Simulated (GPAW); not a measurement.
Runs of GPAW 26.7.0 on CoO. Symmetry: I4/mmm, No. 139, tetragonal system. The conventional cell has a = 2.975 Å, b = 2.975 Å, c = 4.158 Å, α = 90.00°, β = 90.00°, γ = 90.00°. Co (site symmetry 4/mmm) is surrounded by 6 O at 2.08 to 2.10 Å. O (site symmetry 4/mmm) is surrounded by 6 Co at 2.08 to 2.10 Å. 

| cell | site radius | gap on the mesh (eV) | moment (μB) |
| --- | --- | --- | --- |
| I4/mmm, 9.2 Å³/atom | 0.987 | none | 2.64 |
| I4/mmm, 10.16 Å³/atom | 1.021 | none | 2.97 |
| I4/mmm, 9.01 Å³/atom | 0.981 | none | 2.43 |
| I4/mmm, 9.78 Å³/atom | 1.008 | none | (a) |
| I4/mmm, 9.58 Å³/atom | 1.001 | none | 2.86 |
| I4/mmm, 9.97 Å³/atom | 1.014 | none | 2.94 |
| I4/mmm, 9.39 Å³/atom | 0.994 | none | (b) |

Alike in all rows: task magnons; level LDA; potentials or basis the program's PAW data sets (release 1.2.1) made for this functional, pw; spin collinear, ferromagnetic start; k mesh 10 × 10 × 10; cutoff (eV) 550; smearing fermi-dirac 0.05 eV; the mesh is coarse, so values aren't converged.

Q: Estimate the missing entries.

A: (a) 2.90; (b) 2.78.

Caveats: all runs use coarse meshes; the number of bands moves the energies at small q by some ten meV; the exchange constants hang on this mesh and on the site radius; magnon energies are noisy on this mesh; a cell with one magnetic atom can't hold antiferromagnetic order, which such compounds often take; semilocal functionals often make such compounds metallic where correlation or magnetic order opens a gap, which also shifts bond lengths.

A gap of «none» marks a metal or a gap under the smearing width.
